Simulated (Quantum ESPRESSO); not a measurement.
# Sb (P6_3/mmc) in Quantum ESPRESSO: single point with PBEsol

Aim: the single point of Sb with PBEsol.

Everything below comes from runs of Quantum ESPRESSO 7.5. Logs are shortened: lines on timing, memory, paths and dates and some standing lists are left out, and cuts for length are marked.

### 1 The structure

It takes space group P6_3/mmc (No. 194, hexagonal). Conventional cell: a = 3.355 Å, b = 3.355 Å, c = 5.470 Å, α = 90.00°, β = 90.00°, γ = 120.00°. Around Sb (site symmetry -6m2) lie 12 Sb at 3.35 Å.

This isn't the form of Sb at room conditions, which is rhombohedral.

### 2 Single point, PBEsol

scf.in

```
&CONTROL
  calculation = 'scf'
  prefix = 'pwscf'
  outdir = './tmp'
  pseudo_dir = './pseudo'
/
&SYSTEM
  ibrav = 0
  nat = 2
  ntyp = 1
  ecutwfc = 80
  nbnd = 22
  occupations = 'smearing'
  smearing = 'fd'
  degauss = 0.00367493
  force_symmorphic = .true.
/
&ELECTRONS
  conv_thr = 4d-10
  electron_maxstep = 120
  mixing_beta = 0.5
/
ATOMIC_SPECIES
Sb   121.7600 Sb.upf
CELL_PARAMETERS angstrom
   3.3545324186    0.0000000000    0.0000000000
  -1.6772662093    2.9051102923    0.0000000000
   0.0000000000    0.0000000000    5.4701606500
ATOMIC_POSITIONS crystal
Sb     0.6666666667    0.3333333333    0.7500000000
Sb     0.3333333333    0.6666666667    0.2500000000
K_POINTS automatic
12 12 8 0 0 0
```

nscf.in

```
&CONTROL
  calculation = 'nscf'
  prefix = 'pwscf'
  outdir = './tmp'
  pseudo_dir = './pseudo'
/
&SYSTEM
  ibrav = 0
  nat = 2
  ntyp = 1
  ecutwfc = 80
  nbnd = 35
  occupations = 'smearing'
  smearing = 'fd'
  degauss = 0.00367493
  force_symmorphic = .true.
/
&ELECTRONS
  conv_thr = 1d-08
  diago_full_acc = .true.
  diago_thr_init = 1d-06
/
ATOMIC_SPECIES
Sb   121.7600 Sb.upf
CELL_PARAMETERS angstrom
   3.3545324186    0.0000000000    0.0000000000
  -1.6772662093    2.9051102923    0.0000000000
   0.0000000000    0.0000000000    5.4701606500
ATOMIC_POSITIONS crystal
Sb     0.6666666667    0.3333333333    0.7500000000
Sb     0.3333333333    0.6666666667    0.2500000000
K_POINTS automatic
12 12 8 0 0 0
```

Potentials or basis: PseudoDojo 0.4.1 SR PBEsol standard.

The run is started by

```sh
$ OMP_NUM_THREADS=1 pw.x -in scf.in > scf.out
$ OMP_NUM_THREADS=1 pw.x -in nscf.in > nscf.out
```

scf.out:

```text
This program is part of the open-source Quantum ESPRESSO suite
     for quantum simulation of materials; please cite
[... 9 lines left out ...]
     --------------------
     sticks:   dense  smooth     PW     G-vecs:    dense   smooth      PW
     Sum         889     889    253                34763    34763    5515

     Using Slab Decomposition

     bravais-lattice index     =            0
     lattice parameter (alat)  =       6.3391  a.u.
     unit-cell volume          =     359.7421 (a.u.)^3
     number of atoms/cell      =            2
     number of atomic types    =            1
     number of electrons       =        30.00
     number of Kohn-Sham states=           22
     kinetic-energy cutoff     =      80.0000  Ry
     charge density cutoff     =     320.0000  Ry
     scf convergence threshold =      4.0E-10
     mixing beta               =       0.5000
     number of iterations used =            8  plain     mixing
     Exchange-correlation= PBESOL
                           (   1   4  10   8   0   0   0)

     celldm(1)=   6.339148  celldm(2)=   0.000000  celldm(3)=   0.000000
     celldm(4)=   0.000000  celldm(5)=   0.000000  celldm(6)=   0.000000

     crystal axes: (cart. coord. in units of alat)
               a(1) = (   1.000000   0.000000   0.000000 )
               a(2) = (  -0.500000   0.866025   0.000000 )
               a(3) = (   0.000000   0.000000   1.630678 )

     reciprocal axes: (cart. coord. in units 2 pi/alat)
               b(1) = (  1.000000  0.577350 -0.000000 )
               b(2) = (  0.000000  1.154701  0.000000 )
               b(3) = (  0.000000 -0.000000  0.613242 )

     PseudoPot. # 1 for Sb read from file:
     Sb.upf
     Pseudo is Norm-conserving + core correction, Zval = 15.0
     Generated using ONCVPSP code by D. R. Hamann
     Using radial grid of 1434 points,  6 beta functions with:
                l(1) =   0
                l(2) =   0
                l(3) =   1
                l(4) =   1
                l(5) =   2
                l(6) =   2

     atomic species   valence    mass     pseudopotential
     Sb               15.00   121.76000     Sb( 1.00)

     12 Sym. Ops., with inversion, found

   Cartesian axes

     site n.     atom                  positions (alat units)
         1        Sb     tau(   1) = (   0.5000000   0.2886751   1.2230082  )
         2        Sb     tau(   2) = (  -0.0000000   0.5773503   0.4076694  )

     number of k points=   131  Fermi-Dirac smearing, width (Ry)=  0.0037

     Number of k-points >= 100: set verbosity='high' to print them.

     Dense  grid:    34763 G-vectors     FFT dimensions: (  40,  40,  60)

     Initial potential from superposition of free atoms

     starting charge      29.9990, renormalised to      30.0000
     Starting wfcs are   18 randomized atomic wfcs +    4 random wfcs

     Self-consistent Calculation

     iteration #  1     ecut=    80.00 Ry     beta= 0.50
     Davidson diagonalization with overlap
     ethr =  1.00E-02,  avg # of iterations =  4.0

     Threshold (ethr) on eigenvalues was too large:
     Diagonalizing with lowered threshold

     Davidson diagonalization with overlap
     ethr =  1.47E-05,  avg # of iterations =  6.8

     total energy              =    -363.09999987 Ry
     estimated scf accuracy    <       0.00440834 Ry

     iteration #  2     ecut=    80.00 Ry     beta= 0.50
     Davidson diagonalization with overlap
     ethr =  1.47E-05,  avg # of iterations =  1.1

     total energy              =    -363.10012746 Ry
     estimated scf accuracy    <       0.00060371 Ry

     iteration #  3     ecut=    80.00 Ry     beta= 0.50
     Davidson diagonalization with overlap
     ethr =  2.01E-06,  avg # of iterations =  2.6

     total energy              =    -363.10019217 Ry
     estimated scf accuracy    <       0.00002394 Ry

     iteration #  4     ecut=    80.00 Ry     beta= 0.50
     Davidson diagonalization with overlap
     ethr =  7.98E-08,  avg # of iterations =  2.0

     total energy              =    -363.10019584 Ry
     estimated scf accuracy    <       0.00000082 Ry

     iteration #  5     ecut=    80.00 Ry     beta= 0.50
     Davidson diagonalization with overlap
     ethr =  2.75E-09,  avg # of iterations =  3.9

     total energy              =    -363.10019620 Ry
     estimated scf accuracy    <       0.00000008 Ry

     iteration #  6     ecut=    80.00 Ry     beta= 0.50
     Davidson diagonalization with overlap
     ethr =  2.59E-10,  avg # of iterations =  2.0

     total energy              =    -363.10019620 Ry
     estimated scf accuracy    <          1.2E-09 Ry

     iteration #  7     ecut=    80.00 Ry     beta= 0.50
     Davidson diagonalization with overlap
     ethr =  4.08E-12,  avg # of iterations =  3.0

     End of self-consistent calculation

     Number of k-points >= 100: set verbosity='high' to print the bands.

     the Fermi energy is    12.2023 ev

!    total energy              =    -363.10019621 Ry
     estimated scf accuracy    <          1.2E-10 Ry
     smearing contrib. (-TS)   =      -0.00062988 Ry
     internal energy E=F+TS    =    -363.09956632 Ry

     The total energy is F=E-TS. E is the sum of the following terms:
     one-electron contribution =    -120.99769601 Ry
     hartree contribution      =      78.17926997 Ry
     xc contribution           =     -90.04115616 Ry
     ewald contribution        =    -230.23998413 Ry

     convergence has been achieved in   7 iterations

=------------------------------------------------------------------------------=
   JOB DONE.
=------------------------------------------------------------------------------=
```

Wall time 4.4 min (1 thread of Arm Neoverse V1, shared host); peak memory 0.24 GiB.

What came out:

```
Band gap on the k mesh, mean-field level : none (metal or under the smearing width)
```

Levels at points of the mesh, in eV from the Fermi level:
```
             k point  band 11  band 12  band 13  band 14  band 15  band 16  band 17  band 18  band 19  band 20
  (0.00, 0.00, 0.00)   -13.03    -9.20    -5.90     3.59     3.59     5.22     5.22     5.47     7.88     9.21
 (0.00, 0.00, -0.50)   -11.80   -11.80    -0.82    -0.82     4.40     4.40     4.40     4.40     8.87     8.87
 (0.00, -0.50, 0.00)    -9.43    -8.12    -4.38    -3.10    -2.31    -0.17     0.37     3.67     4.47     7.57
(0.00, -0.50, -0.50)    -8.54    -8.54    -5.40    -5.40     1.61     1.61     1.80     1.80     5.88     5.88
```

The run has no spin-orbit coupling, so splittings on Sb are missing.
